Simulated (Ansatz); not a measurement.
# Ca and the effect of the strain (εxx = s, εyy = s)

```
Ca
1.0
     0.00000    2.79420    2.79420
     2.79420    0.00000    2.79420
     2.79420    2.79420    0.00000
Ca
1
Cartesian
  0.0000 0.0000 0.0000
```

Kept alike: task single point; functional PBE; k mesh 7 × 7 × 7; occupations fermi-dirac, width 0.05 eV; no spin polarisation. Program: Ansatz, Ansatz PAW, cutoff 420 eV. The mesh is that of the run's cell of 1 atom. No spin-orbit coupling.

| s | free energy over the lowest row (meV/atom) |
| --- | --- |
| -0.02 | 0.21 |
| -0.01 | 0.00 |
| 0 | 1.86 |
| 0.01 | 5.66 |

The cell shown is the unstrained one; x, y and z are its Cartesian axes; atoms keep their fractions. For a metal such a mesh leaves the last digits unconverged.

What does the strain (εxx = s, εyy = s) change here?

The free energy is lowest at -0.01, and 5.66 meV an atom higher at 0.01.
